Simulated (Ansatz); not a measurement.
**HfSiO₄ under strain — quadrupolar parameters**

The cell is a COD entry, relaxed with PBE at fixed cell and then changed (z compressed by 3 %, ions relaxed).

```
Hf Si O
1.0
    -3.28625    3.28625    2.89215
     3.28625   -3.28625    2.89215
     3.28625    3.28625   -2.89215
Hf Si O
2 2 8
Direct
  0.75000 0.25000 0.50000
  0.00000 0.00000 0.00000
  0.25000 0.75000 0.50000
  0.50000 0.50000 0.00000
  0.13301 0.31916 0.81385
  0.06916 0.75532 0.68615
  0.50532 0.31916 0.18615
  0.06916 0.38301 0.31385
  0.61699 0.93084 0.68615
  0.68084 0.86699 0.18615
  0.24468 0.93084 0.31385
  0.68084 0.49468 0.81385
```

Atoms are numbered from 1 in the order listed; like atoms form one site, named after its first atom.

The numbers come from a DFT calculation in Ansatz (PBE, plane waves and PAW, scalar-relativistic, 420 eV cutoff, Γ-centred 7×7×7 k-points, Fermi–Dirac smearing 0.02 eV).

C_Q = eQV_zz/h, which is 24.18 MHz for Q = 1 b and V_zz = 10²¹ V/m²; η = (V_xx − V_yy)/V_zz.

Hf-179: I = 9/2, Q = 3793 mb; O-17: I = 5/2, Q = -25.58 mb. Quadrupole moments are those of Pyykkö's year-2017 table.

(1) What field gradients does the calculation give at each kind of site?

Results:

(1) 

| site | atoms (order as listed) | first shell | V_zz (10²¹ V/m²) | η | C_Q (MHz) |
| --- | --- | --- | --- | --- | --- |
| Hf | 1, 2 | 8 O at 2.10–2.21 Å | 9.99 | 0.00 | 916 |
| Si | 3, 4 | 4 O at 1.61 Å | -1.61 | 0.00 | – |
| O | 5, 6, 7, 8, 9, 10, … | 1 Si at 1.61 Å, 2 Hf at 2.10–2.21 Å | 4.29 | 0.97 | -2.65 |

An axis of threefold or higher order runs through Hf and Si, so V_zz lies along it and η is zero.

Si has no stable isotope with a ground-state quadrupole moment in the table, so no C_Q is given.

Without spin–orbit coupling the gradients at and beside Hf can be off by some per cent, at some sites by more. At this changed cell the PBE pressure is 16 GPa. Where η is near 1 the sign of V_zz means little.
